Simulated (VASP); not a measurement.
# Mg16O15 (a cell with a defect) in VASP: settings compared

Aim: see how the results for Mg16O15 (a cell with a defect) move with the level of theory and the settings. Levels: PBE, HSE06. Tasks: relaxation of the atoms, single point.

All numbers are computed with VASP 6.6.1; they aren't measurements. Logs are shortened: lines on timing, memory, paths and dates and some standing lists are left out, and cuts for length are marked.

### 1 Starting point

The cell holds a defect, 31 atoms: a = 7.352 Å, b = 7.352 Å, c = 7.352 Å, α = 109.47°, β = 109.47°, γ = 109.47°.

### 2 Relaxation of the atoms, PBE

File INCAR:

```
PREC = Normal
ENCUT = 450
EDIFF = 1E-6
ISMEAR = 0
SIGMA = 0.01
LREAL = Auto
LASPH = True
NELM = 80
ALGO = Normal
ISIF = 2
LWAVE = False
LCHARG = False
GGA = PE
IBRION = 2
NSW = 70
EDIFFG = -0.025
ICORELEVEL = 1
NELECT = 120.0
ISYM = 0
KPAR = 4
NCORE = 2
```

File KPOINTS:

```
Automatic mesh
0
Monkhorst-Pack
  2 2 2
```

File POSCAR:

```
Mg16O15
1.0
   -4.2449620000      4.2449620000     -4.2449620000
    4.2449620000      4.2449620000      4.2449620000
    4.2449620000     -4.2449620000     -4.2449620000
Mg O
16 15
Direct
    0.2500000000      0.0000000000      0.7500000000
    0.0033059900      0.2610487300      0.7562040900
    0.5000000000      0.0000000000      0.5000000000
    0.7500000000      0.5000000000      0.7500000000
    0.2627674200      0.2593885600      0.5144015100
    0.5070186200      0.7486258300      0.7370334400
    0.0018109200      0.4871568800      0.4969854900
    0.7500000000      0.0000000000      0.2500000000
    0.5000000000      0.2500000000      0.2500000000
    0.7500000000      0.7500000000      0.5000000000
    0.0000000000      0.0000000000      0.0000000000
    0.2500000000      0.5000000000      0.2500000000
    0.0000000000      0.7500000000      0.2500000000
    0.7500000000      0.2500000000      0.0000000000
    0.4981525600      0.4994631100      0.0060687800
    0.2411923400      0.7416246300      0.9954734200
    0.0000000000      0.7500000000      0.7500000000
    0.5000000000      0.5000000000      0.5000000000
    0.7500000000      0.0000000000      0.7500000000
    0.2500000000      0.7500000000      0.5000000000
    0.5000000000      0.2500000000      0.7500000000
    0.0000000000      0.0000000000      0.5000000000
    0.7500000000      0.5000000000      0.2500000000
    0.5000000000      0.7500000000      0.2500000000
    0.7500000000      0.2500000000      0.5000000000
    0.0000000000      0.5000000000      0.0000000000
    0.2500000000      0.0000000000      0.2500000000
    0.0000000000      0.2500000000      0.2500000000
    0.7500000000      0.7500000000      0.0000000000
    0.5000000000      0.0000000000      0.0000000000
    0.2500000000      0.2500000000      0.0000000000
```

Potentials or basis: VASP PAW PBE potentials, release 64 (Mg, O).

Launch:

```bash
cat potpaw_PBE.64/Mg/POTCAR potpaw_PBE.64/O/POTCAR > POTCAR
mpirun -np 8 vasp_std > vasp.out
```

OUTCAR:

```text
PREC = Normal
   ENCUT = 450
   EDIFF = 1E-6
   ISMEAR = 0
   LREAL = Auto
   LASPH = True
   NELM = 80
   ISIF = 2
   GGA = PE
   IBRION = 2
   NSW = 70
   EDIFFG = -0.025
   NELECT = 120.0
   ISYM = 0

 ion  position               nearest neighbor table
   1  0.250  0.000  0.750-  17 2.12  20 2.12  21 2.12  22 2.12  30 2.12  31 2.12   5 2.97  15 3.00
                            14 3.00  10 3.00   3 3.00   9 3.00  13 3.00  11 3.00  16 3.03   2 3.05
   2  0.003  0.261  0.756-  26 2.06  25 2.12  31 2.13  19 2.16  22 2.18  16 2.89   7 2.92   4 2.96
                            12 2.96  15 2.97  14 2.98   5 3.01   3 3.02  11 3.03   8 3.04   1 3.05
   3  0.500  0.000  0.500-  19 2.12  20 2.12  21 2.12  24 2.12  25 2.12  27 2.12   6 2.93   5 2.98
                             4 3.00  12 3.00  13 3.00  10 3.00  14 3.00   1 3.00   8 3.00   9 3.00
   4  0.750  0.500  0.750-  17 2.12  18 2.12  21 2.12  25 2.12  26 2.12  29 2.12   5 2.93  16 2.95
                             6 2.95   2 2.96  11 3.00   3 3.00  14 3.00  10 3.00   9 3.00  13 3.00
   5  0.263  0.259  0.514-  21 2.05  18 2.09  22 2.16  27 2.17  28 2.20   4 2.93   7 2.94   6 2.94
                            15 2.95   1 2.97   3 2.98   2 3.01   9 3.01  12 3.03  13 3.06   8 3.08
   6  0.507  0.749  0.737-  18 2.03  19 2.05  20 2.11  29 2.15  30 2.21  10 2.88  12 2.93   3 2.93
                             5 2.94   4 2.95  11 2.96  14 3.01   7 3.04   1 3.05   8 3.08  15 3.11
   7  0.002  0.487  0.497-  28 2.05  25 2.09  20 2.16  23 2.17  17 2.20   2 2.92   8 2.93   5 2.94
                            12 2.97  14 2.99  16 2.99   9 3.01   4 3.03   6 3.04  13 3.06   1 3.08
   8  0.750  0.000  0.250-  22 2.12  24 2.12  25 2.12  28 2.12  29 2.12  30 2.12   7 2.93   3 3.00
                             9 3.00  10 3.00  11 3.00  13 3.00  14 3.00  15 3.01   2 3.04  16 3.05
   9  0.500  0.250  0.250-  18 2.12  23 2.12  25 2.12  27 2.12  30 2.12  31 2.12  15 2.96  10 3.00
[... 16 lines left out ...]
  18  0.500  0.500  0.500-   6 2.03   5 2.09   4 2.12   9 2.12  10 2.12  12 2.12
  19  0.750  0.000  0.750-   6 2.05   3 2.12  10 2.12  11 2.12  14 2.12   2 2.16
  20  0.250  0.750  0.500-   6 2.11   3 2.12   1 2.12  12 2.12  13 2.12   7 2.16
  21  0.500  0.250  0.750-   5 2.05   3 2.12   4 2.12   1 2.12  14 2.12  15 2.15
  22  0.000  0.000  0.500-   1 2.12   8 2.12  10 2.12  13 2.12   5 2.16   2 2.18
  23  0.750  0.500  0.250-  15 2.10  10 2.12  13 2.12  14 2.12   9 2.12   7 2.17
  24  0.500  0.750  0.250-  15 2.09   8 2.12  10 2.12  12 2.12   3 2.12  16 2.14
  25  0.750  0.250  0.500-   7 2.09   2 2.12   4 2.12   3 2.12   8 2.12   9 2.12
  26  0.000  0.500  0.000-   2 2.06  16 2.07  12 2.12  13 2.12  14 2.12   4 2.12
  27  0.250  0.000  0.250-   3 2.12   9 2.12  11 2.12  13 2.12  16 2.14   5 2.17
  28  0.000  0.250  0.250-   7 2.05   8 2.12  11 2.12  12 2.12  14 2.12   5 2.20
  29  0.750  0.750  0.000-   4 2.12   8 2.12  11 2.12  13 2.12   6 2.15  15 2.16
  30  0.500  0.000  0.000-   1 2.12   8 2.12   9 2.12  14 2.12  16 2.18   6 2.21
  31  0.250  0.250  0.000-  15 2.09   9 2.12  11 2.12  12 2.12   1 2.12   2 2.13

IMPORTANT INFORMATION: All symmetrisations will be switched off!
NOSYMM: (Re-)initialisation of all symmetry stuff for point group C_1.

----------------------------------------------------------------------------------------

                                     Primitive cell

  volume of cell :     305.9718

  direct lattice vectors                    reciprocal lattice vectors
    -4.244962000  4.244962000 -4.244962000     0.000000000  0.117786685 -0.117786685
     4.244962000  4.244962000  4.244962000     0.117786685  0.117786685  0.000000000
     4.244962000 -4.244962000 -4.244962000     0.117786685  0.000000000 -0.117786685

  length of vectors
     7.352489860  7.352489860  7.352489860     0.166575527  0.166575527  0.166575527

  position of ions in fractional coordinates (direct lattice)
     0.250000000  0.000000000  0.750000000
     0.003305990  0.261048730  0.756204090
     0.500000000  0.000000000  0.500000000
[... 52 lines left out ...]
   NGX = 25   NGY = 25   NGZ = 25

--------------------------------------- Ionic step        1  -------------------------------------------

 number of electron     119.9999556 magnetization

 Free energy of the ion-electron system (eV)
  ---------------------------------------------------
  ext. energy  EPLUGINS =         0.00000000
  ---------------------------------------------------
  free energy    TOTEN  =      -187.60750686 eV

  energy without entropy =     -187.60750686  energy(sigma->0) =     -187.60750686

------------------------ aborting loop because EDIFF is reached ----------------------------------------

  FORCE on cell =-STRESS in cart. coord.  units (eV):
  Direction    XX          YY          ZZ          XY          YZ          ZX
  --------------------------------------------------------------------------------------
  -------------------------------------------------------------------------------------
  Total      -14.4102888    -14.3771027    -14.6904051     -0.8693699      0.0760708     -0.0124901
  in kB      -75.4574034    -75.2836290    -76.9241921     -4.5523305      0.3983339     -0.0654027
  external PRESSURE =     -75.8884082 kB  Pullay stress =       0.0000000 kB
[... 176 lines left out ...]
  FREE ENERGIE OF THE ION-ELECTRON SYSTEM (eV)
  ---------------------------------------------------
  free  energy   TOTEN  =      -189.6267295094 eV

  energy  without entropy=     -189.6267295094  energy(sigma->0) =     -189.62672951

[... ionic steps 4 to 7 ...]

--------------------------------------- Ionic step        8  -------------------------------------------

 number of electron     119.9999973 magnetization

------------------------ aborting loop because EDIFF is reached ----------------------------------------
[... 125 lines left out ...]
--------------------------------------- Ionic step       10  -------------------------------------------

 number of electron     119.9999976 magnetization

 Free energy of the ion-electron system (eV)
  ---------------------------------------------------
  ext. energy  EPLUGINS =         0.00000000
  ---------------------------------------------------
  free energy    TOTEN  =      -189.67572443 eV

  energy without entropy =     -189.67572443  energy(sigma->0) =     -189.67572443

 the core state eigenenergies are
   1-  1s  -1248.7502  2s    -69.0950  2p    -35.8503
   2-  1s  -1249.0285  2s    -69.4796  2p    -36.2332
   3-  1s  -1249.2775  2s    -69.5784  2p    -36.3345
   4-  1s  -1248.7498  2s    -69.0947  2p    -35.8501
   5-  1s  -1249.0261  2s    -69.4776  2p    -36.2312
   6-  1s  -1249.0249  2s    -69.4772  2p    -36.2307
[... 8 lines left out ...]
  15-  1s  -1249.0279  2s    -69.4792  2p    -36.2328
  16-  1s  -1249.0242  2s    -69.4766  2p    -36.2301
  17-  1s   -500.4270
  18-  1s   -500.4272
  19-  1s   -500.5269
  20-  1s   -500.4269
  21-  1s   -500.4265
  22-  1s   -500.4254
  23-  1s   -500.5252
  24-  1s   -500.4273
  25-  1s   -500.4267
  26-  1s   -500.4286
  27-  1s   -500.5246
  28-  1s   -500.4262
  29-  1s   -500.4264
  30-  1s   -500.4254
  31-  1s   -500.4268

 E-fermi :   2.6584     XC(G=0): -10.6917

 val. band max:        2.5962792885   @ k =   0.2500   0.2500   0.2500
 cond. band min:       5.5557491784   @ k =  -0.2500   0.2500   0.2500
 fundamental gap:      2.9594698899
 Fermi energy:         2.6583974157

 k-point     1 :       0.2500    0.2500    0.2500
  band No.  band energies     occupation
      1     -13.7503      2.00000
      2     -13.7492      2.00000
      3     -13.7484      2.00000
      4     -13.4545      2.00000
      5     -13.1033      2.00000
      6     -13.1026      2.00000
[... 289 lines left out ...]
     71      12.2072      0.00000
     72      12.2073      0.00000
 [bands above 72 left out]

------------------------ aborting loop because EDIFF is reached ----------------------------------------

  FORCE on cell =-STRESS in cart. coord.  units (eV):
  Direction    XX          YY          ZZ          XY          YZ          ZX
  --------------------------------------------------------------------------------------
  -------------------------------------------------------------------------------------
  Total      -12.8945302    -12.9097166    -12.9157723     -0.0091813      0.0140445      0.0026894
  in kB      -67.5203517    -67.5998728    -67.6315827     -0.0480764      0.0735418      0.0140825
  external PRESSURE =     -67.5839357 kB  Pullay stress =       0.0000000 kB
[... 46 lines left out ...]
  FREE ENERGIE OF THE ION-ELECTRON SYSTEM (eV)
  ---------------------------------------------------
  free  energy   TOTEN  =      -189.6757244284 eV

  energy  without entropy=     -189.6757244284  energy(sigma->0) =     -189.67572443

 reached required accuracy - stopping structural energy minimisation
```

Run time: 3.1 min. Hardware: 8 MPI ranks of Intel Xeon Platinum 8259CL at 2.50GHz (Skylake/Cascade Lake), shared host; peak memory 0.21 GiB.

Results:

```
Free energy                  : -189.6757 eV
Energy gained by relaxing    : 66.7 meV/atom
Ionic steps                  : 10
Largest force after relaxing : 0.017 eV/Å
```

Forces on the atoms (eV/Å):
```
Mg   0.003  0.000  0.007
Mg  -0.001 -0.007  0.000
Mg   0.011 -0.002  0.004
Mg  -0.007 -0.002  0.000
Mg   0.003 -0.001  0.006
Mg   0.002 -0.002 -0.001
Mg   0.002  0.001 -0.004
Mg   0.006  0.002 -0.008
Mg  -0.007 -0.004  0.000
Mg  -0.005 -0.001  0.007
Mg  -0.011  0.001 -0.007
Mg  -0.002 -0.005  0.002
Mg   0.003  0.000  0.002
Mg  -0.003  0.002 -0.016
Mg  -0.002  0.001  0.000
Mg  -0.007  0.000  0.002
O   -0.001  0.001  0.007
O   -0.003 -0.001  0.004
O    0.000  0.003 -0.003
O    0.007  0.003  0.002
O    0.005  0.001 -0.004
O    0.002  0.002  0.005
O    0.000  0.002  0.001
O    0.008 -0.001  0.002
O    0.006 -0.001 -0.001
O    0.004  0.002 -0.002
O   -0.003 -0.002  0.005
O   -0.007  0.003 -0.002
O   -0.001 -0.001 -0.004
O    0.002 -0.001 -0.002
O   -0.004  0.004  0.000
```

Step by step:
```tsv
step	energy change (eV)	largest force (eV/Å)	pressure (GPa)
1	0.0000	3.2254	-7.59
2	-1.9520	0.9324	-7.15
3	-2.0192	0.4052	-6.76
4	-2.0544	0.1980	-6.76
5	-2.0589	0.2970	-6.73
6	-2.0659	0.0706	-6.76
7	-2.0660	0.0843	-6.76
8	-2.0677	0.0315	-6.76
9	-2.0678	0.0366	-6.76
10	-2.0682	0.0167	-6.76
```

Final structure:
```
Mg O
1.0
    -4.24496    4.24496   -4.24496
     4.24496    4.24496    4.24496
     4.24496   -4.24496   -4.24496
Mg O
16 15
Direct
  0.25050 0.99984 0.75027
  0.98173 0.23129 0.75013
  0.50066 0.99972 0.50001
  0.75049 0.50012 0.75036
  0.25051 0.23113 0.48158
  0.51910 0.76862 0.75006
  0.98162 0.49974 0.48134
  0.75027 0.99970 0.24988
  0.50060 0.25015 0.25045
  0.75082 0.75003 0.50048
  0.00050 0.00031 0.00052
  0.25050 0.49994 0.25022
  0.00059 0.74986 0.25025
  0.75008 0.24984 0.99981
  0.51913 0.49996 0.01902
  0.25036 0.76875 0.01893
  0.00480 0.74560 0.75029
  0.49617 0.50000 0.50462
  0.75064 0.99980 0.75018
  0.25039 0.74544 0.50440
  0.49602 0.25421 0.75016
  0.00475 0.00846 0.50452
  0.75056 0.49979 0.25015
  0.49606 0.74546 0.24138
  0.75904 0.25417 0.50442
  0.00461 0.49988 0.99575
  0.25097 0.00010 0.25058
  0.00467 0.25421 0.25886
  0.74174 0.74565 0.99586
  0.49599 0.99123 0.99569
  0.25036 0.25429 0.99599
```

Levels at points of the mesh, in eV from the valence-band top:
```csv
k point,band 56,band 57,band 58,band 59,band 60,band 61,band 62,band 63,band 64,band 65
"(0.25, 0.25, 0.25)",-0.06,-0.06,0.00,0.00,0.00,2.96,6.69,6.69,6.69,8.18
```

Core levels (eV, on the scale of the bands):
```csv
atom,levels
1 Mg,"1s -1248.8, 2s -69.1, 2p -35.9"
2 Mg,"1s -1249.0, 2s -69.5, 2p -36.2"
3 Mg,"1s -1249.3, 2s -69.6, 2p -36.3"
4 Mg,"1s -1248.7, 2s -69.1, 2p -35.9"
5 Mg,"1s -1249.0, 2s -69.5, 2p -36.2"
6 Mg,"1s -1249.0, 2s -69.5, 2p -36.2"
```

Caveat: the k mesh is coarse (spacing up to 0.52 Å⁻¹), so the values aren't converged; the cell is charged against a uniform background, so pressure and absolute levels hang on convention; the cutoff is under 1.25 times the usual one of these potentials, so pressure, stress and relaxed cells hold a basis-set (Pulay) error.

### 3 Single point, HSE06

File POSCAR:

```
Mg16O15                                 
1.0
   -4.2449620000      4.2449620000     -4.2449620000
    4.2449620000      4.2449620000      4.2449620000
    4.2449620000     -4.2449620000     -4.2449620000
  Mg              O             
    16    15
Direct
     0.2505048440017505    0.9998421775174304    0.7502687886603410
     0.9817297706286916    0.2312879707115467    0.7501327275953806
     0.5006580989523925    0.9997196031450718    0.5000147639270252
     0.7504938157677122    0.5001201870088939    0.7503625148923508
     0.2505086065208279    0.2311318317499680    0.4815758498245933
     0.5190969447615239    0.7686231818615905    0.7500624764920206
     0.9816248794818204    0.4997412907376380    0.4813399666649963
     0.7502667970129379    0.9997044709749296    0.2498809452153283
     0.5006045407643475    0.2501522885099701    0.2504499671233274
     0.7508169220965505    0.7500311645498030    0.5004811062940958
     0.0005021493033803    0.0003060151384266    0.0005163732052232
     0.2504979447502549    0.4999439668077519    0.2502204877334915
     0.0005853439937018    0.7498626836242859    0.2502519665757107
     0.7500818822649414    0.2498410734276921    0.9998083465128952
     0.5191295146761068    0.4999599763809490    0.0190241568369298
     0.2503553347734727    0.7687510846881821    0.0189279222709986
     0.0048030822857448    0.7456044512776449    0.7502926221745339
     0.4961729610949708    0.4999991884790927    0.5046159807369491
     0.7506371159222938    0.9997983923364574    0.7501787472970977
     0.2503930071934984    0.7454389787975639    0.5044011202808349
     0.4960208454926185    0.2542086036482614    0.7501602243408385
     0.0047494404760566    0.0084604223247640    0.5045183393185845
     0.7505633558948092    0.4997936224805222    0.2501481935343722
     0.4960639239458187    0.7454634119926771    0.2413813242499767
     0.7590370052983850    0.2541713786238234    0.5044185862534720
     0.0046106300122402    0.4998752487291139    0.9957538043364748
     0.2509715617809861    0.0000998388180893    0.2505826449812181
     0.0046677849470682    0.2542094993674742    0.2588589200672350
     0.7417427676598364    0.7456508861386543    0.9958581878607146
     0.4959932963690049    0.9912275164742493    0.9956946661985784
     0.2503636818762522    0.2542873336774781    0.9959850085444083
```

File INCAR.step1:

```
  PREC = Normal
  ENCUT = 400
  EDIFF = 1E-5
  ISMEAR = 0
  SIGMA = 0.01
  LREAL = Auto
  LASPH = True
  NELM = 80
  ALGO = Normal
  ISIF = 2
  LWAVE = True
  LCHARG = False
  ICORELEVEL = 1
  NELECT = 120.0
  GGA = PE
```

File INCAR.step2:

```
  PREC = Normal
  ENCUT = 400
  EDIFF = 1E-6
  ISMEAR = 0
  SIGMA = 0.01
  LREAL = Auto
  LASPH = True
  NELM = 80
  ALGO = Normal
  ISIF = 2
  LWAVE = False
  LCHARG = False
  GGA = PE
  LHFCALC = True
  HFSCREEN = 0.2
  PRECFOCK = Fast
  ICORELEVEL = 1
  NELECT = 120.0
  ISTART = 1
```

File KPOINTS:

```
Automatic mesh
0
Gamma
  1 1 1
```

Potentials or basis: VASP PAW PBE potentials, release 64 (Mg, O).

Launch:

```bash
cat potpaw_PBE.64/Mg/POTCAR potpaw_PBE.64/O/POTCAR > POTCAR
cp INCAR.step1 INCAR
mpirun -np 8 vasp_gam > vasp.out
cp INCAR.step2 INCAR
mpirun -np 8 vasp_gam > vasp.out
```

Run time: 48 s. Hardware: 8 MPI ranks of Intel Xeon Platinum 8259CL at 2.50GHz (Skylake/Cascade Lake), shared host; peak memory 0.28 GiB.

Results (log left out):

```yaml
Free_energy: -224.6323 eV
Largest_force: 0.371 eV/Å
Band_gap_on_the_k_mesh: 3.76 eV, direct
```

Forces on the atoms (eV/Å):
```
Mg   0.004  0.000  0.009
Mg  -0.004 -0.370 -0.006
Mg   0.012  0.000  0.006
Mg  -0.008 -0.004  0.005
Mg  -0.367  0.001  0.002
Mg  -0.001  0.367 -0.004
Mg  -0.001  0.002  0.353
Mg   0.012  0.003 -0.006
Mg  -0.009 -0.005  0.001
Mg  -0.003 -0.001  0.007
Mg  -0.015  0.000 -0.003
Mg   0.000 -0.006  0.005
Mg   0.005 -0.001  0.002
Mg   0.004  0.002 -0.018
Mg  -0.004  0.001 -0.371
Mg   0.357  0.001 -0.003
O   -0.026  0.001 -0.021
O    0.018 -0.022  0.002
O    0.013 -0.001  0.016
O    0.004 -0.018 -0.025
O    0.025  0.002  0.014
O    0.021  0.025  0.002
O    0.013 -0.002  0.017
O   -0.017  0.001  0.020
O    0.002  0.023 -0.028
O   -0.021  0.027 -0.004
O    0.001 -0.013  0.027
O    0.012  0.003 -0.029
O   -0.001 -0.021  0.015
O   -0.023 -0.021 -0.005
O   -0.005  0.028  0.019
```

Levels at points of the mesh, in eV from the valence-band top:
```
           k point  band 58  band 59  band 60  band 61  band 62  band 63
(0.00, 0.00, 0.00)     0.00     0.00     0.00     3.76     7.64     9.06
```

Core levels (eV, on the scale of the bands):
| atom | levels |
| --- | --- |
| 1 Mg | 1s -1248.9, 2s -69.2, 2p -35.9 |
| 2 Mg | 1s -1249.3, 2s -69.6, 2p -36.4 |
| 3 Mg | 1s -1249.5, 2s -69.7, 2p -36.5 |
| 4 Mg | 1s -1248.9, 2s -69.2, 2p -35.9 |
| 5 Mg | 1s -1249.2, 2s -69.6, 2p -36.4 |
| 6 Mg | 1s -1249.2, 2s -69.6, 2p -36.4 |

Caveat: the cell is charged against a uniform background, so pressure and absolute levels hang on convention; the cutoff is under 1.25 times the usual one of these potentials, so pressure, stress and relaxed cells hold a basis-set (Pulay) error; the PAW data sets were made with another functional, which shifts forces and pressure a little.
